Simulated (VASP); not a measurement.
Ir, 1 atom in the cell. It takes space group Fm-3m (No. 225, cubic). The conventional cell has a = 3.831 Å, b = 3.831 Å, c = 3.831 Å, α = 90.00°, β = 90.00°, γ = 90.00°. Around Ir (site symmetry m-3m) lie 12 Ir at 2.71 Å. 

```yaml
Program: VASP 6.6.1
Task: elastic constants
Functional: r2SCAN
Potentials_or_basis: VASP PAW PBE potentials, release 64 (Ir)
Cutoff: 600 eV
k_mesh: 18 × 18 × 18
Occupations: gaussian, width 0.1 eV
Spin: no spin polarisation
Ions_in_elastic_constants: relaxed
Further_INCAR_settings: ALGO = Normal; EDIFF = 1e-08; IBRION = 6; POTIM = 0.015; NSW = 1; ISIF = 3
```

Potentials or basis: VASP PAW PBE potentials, release 64 (Ir).

Run with:

```console
$ cat potpaw_PBE.64/Ir/POTCAR > POTCAR
$ cp INCAR.step1 INCAR
$ mpirun -np 1 vasp_std > vasp.out
$ cp CONTCAR POSCAR
$ cp INCAR.step2 INCAR
$ mpirun -np 1 vasp_std > vasp.out
```

Hardware: 1 thread of Intel(R) Xeon(R) Platinum 8488C (Sapphire Rapids) (shared host).

**Question.** How long does it take, and how much memory?

**Answer.** Run time: 51 min on 1 thread of Intel(R) Xeon(R) Platinum 8488C (Sapphire Rapids), on a shared host, peak memory 0.56 GiB. Counts: scf iterations 194, k points 195, ion steps 4.
